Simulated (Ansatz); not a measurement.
Structure: MgS built on the NiAs prototype, at its r2SCAN minimum. Mg is surrounded by 6 S at 2.61 Å; S is surrounded by 6 Mg at 2.61 Å.

Space group P6_3/mmc (No. 194). a = 3.645 Å, b = 3.645 Å, c = 6.147 Å, α = 90.00°, β = 90.00°, γ = 120.00°

| atom | site | symmetry | x | y | z |
| --- | --- | --- | --- | --- | --- |
| Mg | 2a | -3m. | 0.0000 | 0.0000 | 0.0000 |
| S | 2c | -6m2 | 0.3333 | 0.6667 | 0.2500 |

5 runs of Ansatz 0.2.0 on this cell differ in the functional (and in the settings that go with it). Levels are in eV from each run's valence top; v1 is the last filled band, c1 the first empty one.

Run A, mean stress 0.0 GPa (compression positive):
```
point     v2     v1    c1    c2
    Γ   0.00   0.00  4.44  5.30
    M  -1.63  -0.65  4.60  5.03
    K  -2.17  -2.17  4.07  8.07
    A  -0.26  -0.26  5.56  5.56
    L  -1.19  -1.19  4.66  4.66
    H  -0.94  -0.94  5.60  5.60
```

Run B, mean stress +1.2 GPa (compression positive):
```
point     v2     v1    c1    c2
    Γ   0.00   0.00  3.54  4.65
    M  -1.58  -0.61  4.05  4.40
    K  -2.12  -2.12  3.42  7.43
    A  -0.25  -0.25  4.82  4.82
    L  -1.15  -1.15  4.01  4.01
    H  -0.89  -0.89  5.00  5.00
```

Run C, mean stress -0.3 GPa (compression positive):
```
point     v2     v1    c1    c2
    Γ   0.00   0.00  5.35  6.40
    M  -1.75  -0.67  5.76  6.22
    K  -2.32  -2.32  5.19  9.40
    A  -0.27  -0.27  6.63  6.63
    L  -1.27  -1.27  5.78  5.78
    H  -0.97  -0.97  6.77  6.77
```

Run D, mean stress +3.8 GPa (compression positive):
```
point     v2     v1     c1     c2
    Γ   0.00   0.00  11.58  12.35
    M  -2.02  -0.84  11.50  12.15
    K  -2.74  -2.74  11.07  15.71
    A  -0.34  -0.34  12.76  12.76
    L  -1.55  -1.55  11.69  11.69
    H  -1.16  -1.16  12.69  12.69
```

Run E, mean stress +0.1 GPa (compression positive):
```
point     v2     v1    c1    c2
    Γ   0.00   0.00  4.86  5.93
    M  -1.71  -0.66  5.30  5.73
    K  -2.27  -2.27  4.71  8.87
    A  -0.27  -0.27  6.14  6.14
    L  -1.24  -1.24  5.30  5.30
    H  -0.95  -0.95  6.30  6.30
```

Q: Match the runs to PBE, r2SCAN, DDH-PBE0, PBE0, Hartree-Fock.

A: A is r2SCAN, B is PBE, C is PBE0, D is Hartree-Fock, E is DDH-PBE0. In order of the gap: PBE 3.42, r2SCAN 4.07, DDH-PBE0 4.71, PBE0 5.19, Hartree-Fock 11.07 eV.

The cell comes from a prototype generator: it can be a known phase or a hypothetical one. Spin polarisation is off.

The stress of a hybrid is loosely converged in these runs.

The meshes of the hybrids are coarse, so their gaps aren't converged to the digits shown.
